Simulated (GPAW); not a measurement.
**SnTe (honeycomb monolayer): G0W0 on several meshes in GPAW**

Aim: the GW shift of SnTe (honeycomb monolayer) against the k mesh.

Main program and level: GPAW 26.7.0; PBE and many-body steps on it, plane waves.

## 1. Set-up

The cell holds 2 atoms: 1 Sn and 1 Te. Cell: a = 4.175 Å, b = 4.175 Å, c = 11.400 Å, α = 90.0°, β = 90.0°, γ = 120.0°. Vacuum lies along c.

Coordinates:

```xyz
2
Lattice="4.1750 0.0000 0.0000 -2.0875 3.6157 0.0000 0.0000 0.0000 11.4000" Properties=species:S:1:pos:R:3
Sn    0.0000    2.4105    4.8575
Te    2.0875    1.2052    6.5435
```

The structure was relaxed with PBE. The runs that relaxed it are not among those shown. Spin-orbit coupling is left out unless a step names it.

## 2. Empty states on the mesh, 6×6×1 mesh, 289 bands

This step: GPAW 26.7.0; DFT, PBE, plane waves, PAW.

The sums over transitions need many empty states on a uniform mesh; this step solves for them.

File run.py:

```python
import json
import numpy as np
from gpaw.mpi import world
from gpaw import GPAW

calc = GPAW('gs.gpw').fixed_density(kpts={'size': (6, 6, 1), 'gamma': True},
    parallel={'domain': 1, 'band': 1},
    txt='nscf.txt')
calc.diagonalize_full_hamiltonian(nbands=289)
calc.write('full.gpw', mode='all')
res = {}
kpts = calc.get_ibz_k_points()
res['kpts'] = kpts
res['eigenvalues'] = [calc.get_eigenvalues(kpt=k) for k in range(len(kpts))]
res['n_electrons'] = calc.get_number_of_electrons()

if world.rank == 0:
    with open('result.json', 'w') as f:
        json.dump(res, f, default=lambda x: x.tolist())
```

The run is started by

```bash
mpirun -n 7 gpaw python run.py
```

Numbers of over 12 decimals in the logs are rounded to 6 here.

The program printed:

```text
Diagonalizing LCAO Hamiltonian
Converting LCAO to pw mode
convergence criteria:
- Maximum integral of absolute [eigenst]ate change: 4e-08 eV^2 / valence electron
maximum number of iterations: 100

SCF iterations
|iter     |     time |      energy | eigst |  dens |
|iter:   1|  |             | +1.42 |       |
|iter:   2|  |             | -0.09 |       |
|iter:   3|  |             | -1.26 |       |
[...]
|iter:   7|  |             | -5.59 |       |
|iter:   8|  |             | -6.63 |       |
|iter:   9|  |             | -7.62c|       |
SCF steps: 9
  __  _  _
 | _ |_)|_||  |
 |__||  | ||/\| - 26.7.0

Input parameters:
  mode=PW(ecut=450.000000),
  convergence={'density': 1e-06, 'bands': -3},
  gpts=array([21, 21, 56]),
  kpts=MonkhorstPack(size=(6, 6, 1), gamma=True),
  maxiter=100,
  nbands=17,
  occupations=Occupations(name='fermi-dirac', width=0.001, fixmagmom=False),
  parallel={'domain': 1, 'band': 1},
  xc=XC(name='PBE')
Matrix size: 3729x3729
# Writing to full.gpw (mode='all')
  [... matrices ...]

timing:  # [seconds]
  Total: 48.084  # ━━━━━━━━━━━━━━━━━━━━━━━━━━━━━━━━━━━━━━━━━━━━━━━━━━━━━━━━━━
```

Wall time 52 s (7 MPI ranks of Arm Neoverse V1, shared host); peak memory 7.2 GiB; 6 min of CPU time.

This step gave:

| Quantity | Value |
| --- | --- |
| gap | 1.908 eV |
| k of the valence top | 0, 0, 0 |
| k of the conduction bottom | 0.3333, 0, 0 |
| least direct gap | 2.138 eV |
| k points computed | 7 |
| lowest point of the top converged band, above the valence top | 78.1005 eV |

On this mesh the gap is 1.908 eV.

## 3. 6×6×1

Now the one-shot GW correction: screening in the RPA, then the self-energy of the levels asked for.

This step: G0W0 on PBE, plane waves, PAW.

File run.py:

```python
import json
import numpy as np
from gpaw.mpi import world
from gpaw.response.g0w0 import G0W0

gw = G0W0('full.gpw',
    filename='gw',
    kpts=[0, 3],
    bands=(8, 12),
    ecut=24,
    nbands=45,
    truncation='2D',
    integrate_gamma='sphere',
    q0_correction=True,
    frequencies={'type': 'nonlinear', 'domega0': 0.15, 'omega2': 15.0},
    eta=0.1,
    nblocksmax=True)
gw.calculate()
res = {mode: {k: v for k, v in r.items() if k != 'sigma_eskwn'}
       for mode, r in gw.all_results.items()}

if world.rank == 0:
    with open('result.json', 'w') as f:
        json.dump(res, f, default=lambda x: x.tolist())
```

The run is started by

```bash
mpirun -n 8 gpaw python run.py
```

The program printed:

```text
Using integrator: PointIntegrator
NonLinearFrequencyDescriptor(from 0.000 to 42.251 eV, 131 points)
Nonperiodic BCs:  [False False  True]
Using integrator: PointIntegrator
NonLinearFrequencyDescriptor(from 0.000 to 42.251 eV, 131 points)
Nonperiodic BCs:  [False False  True]
Applying analytical 2D correction to W:
    Evaluating Gamma point contribution to W on a 17x17x1 grid
  ___  _ _ _
 |   || | | |
 | | || | | |
 |__ ||_____|
 |___|

BZ k-points: Symmetries present (total): 6

  [... matrices ...]
36 k-points: 6 x 6 x 1 Monkhorst-Pack grid + [1/12,1/12,0.000000]
7 k-points in the irreducible part of the Brillouin zone
       k-points in crystal coordinates                weights
   0:     0.00000000    0.00000000    0.00000000          1/36
   1:     0.16666667    0.00000000    0.00000000          6/36
   2:     0.33333333   -0.16666667    0.00000000          6/36
   3:     0.33333333    0.00000000    0.00000000          6/36
   4:     0.33333333    0.33333333    0.00000000          2/36
   5:     0.50000000    0.33333333    0.00000000         12/36
   6:     0.50000000    0.50000000    0.00000000          3/36

Distributing spins, k-points and bands (1 x 2 x 4) over 2 processes
Number of blocks: 4

Quasi particle states:
k-points (IBZ indices): [0, 3]
Band range: (8, 12)
  [... matrices ...]
Computational parameters:
Plane wave cut-off: 24 eV
Number of bands: 45
Coulomb cutoff: 2D
Broadening: 0.1 eV

fxc modes: GW
Kernel: RPA
Using full-frequency real axis integration
Summing all q:

Calculating screened Coulomb potential
2D Coulomb truncation
NonLinearFrequencyDescriptor(from 0.000 to 42.251 eV, 131 points)
Removing empty qpoint cache files...

Calculating chi0 body with:
    Ground state adapter containing:
    Number of spins: 1
    Number of kpoints: 36
    Number of irreducible kpoints: 7
    Number of completely occupied states: 10
    Number of partially occupied states: 10
    Occupied states memory: 3.768310546875 M / cpu

    Linear response parametrization:
    q_c: [1.3877787807814457e-17, 1.3877787807814457e-17, 0.0]
    Number of frequency points: 131
    Planewave cutoff: 24.0
    Number of bands: 45
    Number of planewaves: 51
    Broadening (eta): 0.1
    comm.size: 8
    kncomm.size: 2
    blockcomm.size: 4

    Memory estimate of potentially large arrays:
        chi0_wGG: 1.299786 M / cpu
Integrating chi0 body.

Symmetries of q_c:
    Direct symmetries (Uq -> q): 6
    Indirect symmetries (TUq -> q): 6
In total 12 allowed symmetries.

  [... matrices ...]
7 groups of equivalent kpoints. 80.555556% reduction.

Integral kind: spectral function
Integrating chi0 head and wings.

Symmetries of q_c:
    Direct symmetries (Uq -> q): 6
    Indirect symmetries (TUq -> q): 6
In total 12 allowed symmetries.

  [... matrices ...]
7 groups of equivalent kpoints. 80.555556% reduction.

Integral kind: spectral function wings

Calculating chi0 body with:
    Ground state adapter containing:
    Number of spins: 1
    Number of kpoints: 36
    Number of irreducible kpoints: 7
    Number of completely occupied states: 10
    Number of partially occupied states: 10
[... the further q-points ...]

Results:
f:      Occupation numbers
eps:     KS-eigenvalues [eV]
vxc:     KS vxc [eV]
exx:     Exact exchange [eV]
sigma:   Self-energies [eV]
dsigma:  Self-energy derivatives
Z:       Renormalization factors
qp:      QP-energies [eV]

k-point 0 (0): (0.000, 0.000, 0.000)                GW
band       f     eps     vxc     exx   sigma  dsigma       Z      qp
                                                                   GW
   8   1.000  -1.450 -14.098 -15.620   1.601  -0.334   0.750  -1.391
   9   1.000  -1.450 -14.098 -15.620   1.601  -0.334   0.750  -1.391
  10   0.000   0.687 -11.456  -7.867  -2.128  -0.303   0.768   1.808
  11   0.000   2.284 -12.257  -7.998  -2.467  -0.398   0.716   3.567

k-point 1 (3): (0.333, 0.000, 0.000)                GW
band       f     eps     vxc     exx   sigma  dsigma       Z      qp
                                                                   GW
   8   1.000  -2.412 -13.234 -15.182   1.829  -0.373   0.728  -2.498
   9   1.000  -1.832 -12.450 -14.182   1.518  -0.362   0.734  -1.989
  10   0.000   0.457 -10.160  -6.926  -2.036  -0.321   0.757   1.364
  11   0.000   2.176 -10.365  -6.506  -2.495  -0.362   0.734   3.178
```

The job ended after 14 s (8 MPI ranks; peak memory 2.3 GiB; 1.8 min of CPU time).

This step gave:

```yaml
g0w0_gap_on_the_points_computed: 2.755 eV
least_direct_g0w0_gap_on_the_computed_points: 3.199 eV
z_at_the_valence_top: 0.7496
z_at_the_conduction_bottom: 0.7570
starting_gap_on_the_mesh: 1.908 eV
k_of_the_valence_top: 0, 0, 0
k_of_the_conduction_bottom: 0.3333, 0, 0
```

The gap on the mesh goes from 1.91 eV to 2.76 eV, a correction of +0.85 eV.

## 4. Empty states on the mesh, 9×9×1 mesh, 55 bands

This step: DFT, PBE, plane waves, PAW.

File run.py:

```python
import json
import numpy as np
from gpaw.mpi import world
from gpaw import GPAW

calc = GPAW('gs.gpw').fixed_density(kpts={'size': (9, 9, 1), 'gamma': True},
    nbands=64,
    convergence={'bands': 55},
    txt='nscf.txt')
calc.write('full.gpw', mode='all')
res = {}
kpts = calc.get_ibz_k_points()
res['kpts'] = kpts
res['eigenvalues'] = [calc.get_eigenvalues(kpt=k) for k in range(len(kpts))]
res['n_electrons'] = calc.get_number_of_electrons()

if world.rank == 0:
    with open('result.json', 'w') as f:
        json.dump(res, f, default=lambda x: x.tolist())
```

The run is started by

```bash
mpirun -n 8 gpaw python run.py
```

The program printed:

```text
Diagonalizing LCAO Hamiltonian
Converting LCAO to pw mode
convergence criteria:
- Maximum integral of absolute [eigenst]ate change: 4e-08 eV^2 / valence electron
maximum number of iterations: 100

SCF iterations
|iter     |     time |      energy | eigst |  dens |
|iter:   1|  |             | +3.77 |       |
|iter:   2|  |             | +2.34 |       |
|iter:   3|  |             | +1.30 |       |
[...]
|iter:  10|  |             | -6.16 |       |
|iter:  11|  |             | -6.95 |       |
|iter:  12|  |             | -7.48c|       |
SCF steps: 12
  __  _  _
 | _ |_)|_||  |
 |__||  | ||/\| - 26.7.0

Input parameters:
  mode=PW(ecut=450.000000),
  convergence={'bands': 55},
  gpts=array([21, 21, 56]),
  kpts=MonkhorstPack(size=(9, 9, 1), gamma=True),
  maxiter=100,
  nbands=64,
  occupations=Occupations(name='fermi-dirac', width=0.001, fixmagmom=False),
  parallel={},
  xc=XC(name='PBE')
# Writing to full.gpw (mode='all')
  [... matrices ...]

timing:  # [seconds]
  Total: 0.070  # ━━━━━━━━━━━━━━━━━━━━━━━━━━━━━━━━━━━━━━━━━━━━━━━━━━━━━━━━━━━
```

Elapsed: 12 s, on 8 MPI ranks; peak memory 1.4 GiB; 92 s of CPU time.

Numbers from this step:

```
gap                                                           : 1.908 eV
k of the valence top                                          : 0, 0, 0
k of the conduction bottom                                    : 0.3333, 0, 0
least direct gap                                              : 2.138 eV
k points computed                                             : 12
lowest point of the top converged band, above the valence top : 22.86 eV
```

On this mesh the gap is 1.908 eV.

## 5. 9×9×1

This step: G0W0 on PBE, plane waves, PAW.

File run.py:

```python
import json
import numpy as np
from gpaw.mpi import world
from gpaw.response.g0w0 import G0W0

gw = G0W0('full.gpw',
    filename='gw',
    kpts=[0, 5],
    bands=(8, 12),
    ecut=24,
    nbands=45,
    truncation='2D',
    integrate_gamma='sphere',
    q0_correction=True,
    frequencies={'type': 'nonlinear', 'domega0': 0.15, 'omega2': 15.0},
    eta=0.1,
    nblocksmax=True)
gw.calculate()
res = {mode: {k: v for k, v in r.items() if k != 'sigma_eskwn'}
       for mode, r in gw.all_results.items()}

if world.rank == 0:
    with open('result.json', 'w') as f:
        json.dump(res, f, default=lambda x: x.tolist())
```

The run is started by

```bash
mpirun -n 8 gpaw python run.py
```

The program printed:

```text
Using integrator: PointIntegrator
NonLinearFrequencyDescriptor(from 0.000 to 41.554 eV, 130 points)
Nonperiodic BCs:  [False False  True]
Using integrator: PointIntegrator
NonLinearFrequencyDescriptor(from 0.000 to 41.554 eV, 130 points)
Nonperiodic BCs:  [False False  True]
Applying analytical 2D correction to W:
    Evaluating Gamma point contribution to W on a 13x13x1 grid
  ___  _ _ _
 |   || | | |
 | | || | | |
 |__ ||_____|
 |___|

BZ k-points: Symmetries present (total): 6

  [... matrices ...]
81 k-points: 9 x 9 x 1 Monkhorst-Pack grid
12 k-points in the irreducible part of the Brillouin zone
       k-points in crystal coordinates                weights
   0:     0.00000000    0.00000000    0.00000000          1/81
   1:     0.11111111    0.00000000    0.00000000          6/81
   2:     0.22222222   -0.11111111    0.00000000          6/81
[...]
9:     0.44444444    0.00000000    0.00000000          6/81
          ...
  11:     0.44444444    0.44444444    0.00000000          6/81

Distributing spins, k-points and bands (1 x 2 x 4) over 2 processes
Number of blocks: 4

Quasi particle states:
k-points (IBZ indices): [0, 5]
Band range: (8, 12)
  [... matrices ...]
Computational parameters:
Plane wave cut-off: 24 eV
Number of bands: 45
Coulomb cutoff: 2D
Broadening: 0.1 eV

fxc modes: GW
Kernel: RPA
Using full-frequency real axis integration
Summing all q:

Calculating screened Coulomb potential
2D Coulomb truncation
NonLinearFrequencyDescriptor(from 0.000 to 41.554 eV, 130 points)
Removing empty qpoint cache files...

Calculating chi0 body with:
    Ground state adapter containing:
    Number of spins: 1
    Number of kpoints: 81
    Number of irreducible kpoints: 12
    Number of completely occupied states: 10
[...]
q_c: [0.0, 0.0, 0.0]
    Number of frequency points: 130
    Planewave cutoff: 24.0
    Number of bands: 45
    Number of planewaves: 51
    Broadening (eta): 0.1
    comm.size: 8
    kncomm.size: 2
    blockcomm.size: 4

    Memory estimate of potentially large arrays:
        chi0_wGG: 1.289864 M / cpu
Integrating chi0 body.

Symmetries of q_c:
    Direct symmetries (Uq -> q): 6
    Indirect symmetries (TUq -> q): 6
In total 12 allowed symmetries.

  [... matrices ...]
12 groups of equivalent kpoints. 85.185185% reduction.

Integral kind: spectral function
Integrating chi0 head and wings.

Symmetries of q_c:
    Direct symmetries (Uq -> q): 6
    Indirect symmetries (TUq -> q): 6
In total 12 allowed symmetries.

  [... matrices ...]
12 groups of equivalent kpoints. 85.185185% reduction.

Integral kind: spectral function wings

Calculating chi0 body with:
    Ground state adapter containing:
    Number of spins: 1
    Number of kpoints: 81
    Number of irreducible kpoints: 12
    Number of completely occupied states: 10
    Number of partially occupied states: 10
    Occupied states memory: 3.768310546875 M / cpu

[... the further q-points ...]

Results:
f:      Occupation numbers
eps:     KS-eigenvalues [eV]
vxc:     KS vxc [eV]
exx:     Exact exchange [eV]
sigma:   Self-energies [eV]
dsigma:  Self-energy derivatives
Z:       Renormalization factors
qp:      QP-energies [eV]

k-point 0 (0): (0.000, 0.000, 0.000)                GW
band       f     eps     vxc     exx   sigma  dsigma       Z      qp
                                                                   GW
   8   1.000  -1.450 -14.098 -15.562   1.552  -0.332   0.751  -1.384
   9   1.000  -1.450 -14.098 -15.562   1.552  -0.332   0.751  -1.384
  10   0.000   0.687 -11.456  -7.935  -2.081  -0.292   0.774   1.802
[...]
k-point 1 (5): (0.333, 0.000, 0.000)                GW
band       f     eps     vxc     exx   sigma  dsigma       Z      qp
                                                                   GW
[...]
10   0.000   0.457 -10.160  -6.945  -2.024  -0.310   0.764   1.367
  11   0.000   2.176 -10.365  -6.514  -2.500  -0.355   0.738   3.174
```

Wall time 31 s (8 MPI ranks); peak memory 3 GiB.

Numbers from this step:

| Item | Value |
| --- | --- |
| G0W0 gap on the points computed | 2.751 eV |
| least direct G0W0 gap on the computed points | 3.186 eV |
| Z at the valence top | 0.7510 |
| Z at the conduction bottom | 0.7635 |
| starting gap on the mesh | 1.908 eV |
| k of the valence top | 0, 0, 0 |
| k of the conduction bottom | 0.3333, 0, 0 |

Against G0W0 in GPAW (6×6×1 mesh, 45 bands, screening to 24 eV, full frequency, Hilbert transform), the gap moves by −0.005 eV.

## 6. Side by side

Times are wall times on 8 MPI ranks of Arm Neoverse V1, shared host, good to a factor of about two.

| run | mesh | bands | screening cutoff (eV) | DFT gap (eV) | gap on the mesh (eV) | direct (eV) | time |
| --- | --- | --- | --- | --- | --- | --- | --- |
| 6×6×1 | 6×6×1 | 45 | 24 | 1.908 | 2.755 | 3.199 | 14 s |
| 9×9×1 | 9×9×1 | 45 | 24 | 1.908 | 2.751 | 3.186 | 31 s |

## 7. Results

| Property | Result |
| --- | --- |
| 6×6×1 | 2.755 eV |
| 9×9×1 | 2.751 eV |
| known limits | not at the basis limit; no spin-orbit coupling |

In words: 9×9×1: −0.005 eV against 6×6×1. Bands and cutoff are finite, so the gap is not at the basis limit. The miss can reach some tenths of an eV and take either sign; the mesh is an error of its own. These stock PAW sets were not made for GW; the filled d or f shell of Te lies in the frozen core, which bears on start and correction. In the G0W0 runs levels were corrected at 2 k points alone, so a gap called «on the mesh» is the least over those, and an edge elsewhere would be missed. Mesh or cutoff lie under what a gap needs, so these runs test behaviour and cost; their gaps are not to be quoted. The many-body steps are scalar-relativistic: spin-orbit coupling is not in them.

[Paths, hosts, dates, memory and timing lines, banners, echoed tables and standing remarks are left out of the program output.]

[Logs are printed without paths, hosts, clocks, repeated set-up lines and the standing remarks that a program may print on its own settings, such as how far it seeks lower states.]

[Runs of the session that timed out or met a known fault of the program may be left out.]

[Hosts, paths, dates, database ids (printed as entryN), source tags and the programs' standing remarks are cut or masked in the printed files.]
